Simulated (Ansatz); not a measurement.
**Relaxation of PbO$_{2}$**

Computed with DFT PBEsol, scalar-relativistic, plane waves, PAW in Ansatz 0.2.0. Run with 420 eV cutoff, 8×8×10 k-mesh, Gaussian smearing of 0.10 eV, no spin polarisation.

What was changed: biaxial strain in the a-b plane, c and atoms relaxed: -3.0 %.

Spin–orbit coupling is left out, which can shift energies with elements as heavy as these.

Command:

```bash
ansatz run input.yaml --threads 1 --pin off --max-ram 2560MiB --backend cpu --events-out ev --progress --plain --runs-dir out
```

Input:

```yaml
crystal:
  lattice:
    - [4.8473428794, 0.0, 0.0]
    - [0.0, 4.8473428794, 0.0]
    - [0.0, 0.0, 3.4729649627]
  atoms:
    - { symbol: Pb, position: [0.0, 0.0, 0.0] }
    - { symbol: Pb, position: [0.5, 0.5, 0.5] }
    - { symbol: O, position: [0.3077520268, 0.3077520268, 0.0] }
    - { symbol: O, position: [0.1922479732, 0.8077520268, 0.5] }
    - { symbol: O, position: [0.6922479732, 0.6922479732, 0.0] }
    - { symbol: O, position: [0.8077520268, 0.1922479732, 0.5] }
basis:
  ecutwfc: 420
kpoints:
  mp_grid: { grid: [8, 8, 10] }
hamiltonian:
  xc: pbesol
scf:
  occupations: { method: gaussian, width: 0.1 }
output:
  forces: true
  stress: true
  eigenvalues: true
relax:
  adjacent_minimum: "off"
  f_tol: 0.008
  max_steps: 40
  cell: { stress_tol: 0.015, fix: [a, b, gamma] }
```

F is the free energy. Steps run on the plane waves of an earlier cell, but the last one, and at times one on the way, on a freshly chosen basis, so a repeated geometry can differ a little in energy. The held parts of the cell keep their stress, so P needn't end at zero.

Steps:

```csv
step,F − F(1) (eV),largest force component (eV/Å),V (Å³/atom),P (GPa)
1,0.0000,0.009,13.601,5.31
2,-0.0051,0.063,13.768,2.96
3,-0.0062,0.023,13.757,3.09
4,-0.0062,0.000,13.763,3.00
5,-0.0104,0.000,13.763,3.09
6,-0.0103,0.000,13.770,3.00
7,-0.0105,0.000,13.770,3.01
```

Relaxed structure:

```xyz
6
Lattice="4.8473 0.0000 0.0000 0.0000 4.8473 0.0000 0.0000 0.0000 3.5161" Properties=species:S:1:pos:R:3 pbc="T T T"
Pb    0.0000    0.0000    0.0000
Pb    2.4237    2.4237    1.7581
O     1.4940    1.4940    0.0000
O     0.9297    3.9177    1.7581
O     3.3533    3.3533    0.0000
O     3.9177    0.9297    1.7581
```

Symmetry: P4_2/mnm, No. 136, tetragonal system. Conventional cell: a = 4.847 Å, b = 4.847 Å, c = 3.516 Å, α = 90.00°, β = 90.00°, γ = 90.00°. Pb (site symmetry mmm) has 6 O at 2.11 to 2.20 Å as nearest neighbours. O (site symmetry m2m) is surrounded by 3 Pb at 2.11 to 2.20 Å.

The run converged. Time: 110 s on 1 thread of Arm Neoverse V1, with other jobs on the host, peak memory 0.46 GiB.